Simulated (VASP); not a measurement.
BeTe:

```xyz
2
Lattice="0.0000 2.7700 2.7700 2.7700 0.0000 2.7700 2.7700 2.7700 0.0000" Properties=species:S:1:pos:R:3 pbc="T T T"
Te    4.1550    4.1550    4.1550
Be    0.0000    0.0000    0.0000
```

| Property | Result |
| --- | --- |
| Program | VASP 6.6.1 |
| Task | relaxation of cell and atoms |
| Functional | BEEF-vdW |
| Potentials or basis | VASP PAW PBE potentials, release 64 (Te, Be) |
| Cutoff | 600 eV |
| k mesh | 8 × 8 × 8 |
| Occupations | fermi-dirac, width 0.05 eV |
| Spin | no spin polarisation |

At the start: pressure 5.2 GPa; volume 21.25 Å³/atom.

**Question.** Where does the relaxation end?

**Answer.** Over 3 steps the energy falls by 26.3 meV/atom and the volume is 22.99 Å³/atom (+8.2 %); space group F-43m (No. 216, to 0.05 Å).

The path:
```csv
step,energy change (eV),largest force (eV/Å),pressure (GPa),volume (Å³)
1,0.0000,0.0000,5.19,42.51
2,-0.0497,0.0000,-1.03,46.88
3,-0.0527,0.0000,0.02,45.98
```

Final structure:
```
Te Be
1.0
     0.00000    2.84343    2.84343
     2.84343    0.00000    2.84343
     2.84343    2.84343    0.00000
Te Be
1 1
Direct
  0.75000 0.75000 0.75000
  0.00000 0.00000 0.00000
```

Caveat: the PAW data sets were made with another functional, which shifts forces and pressure a little.
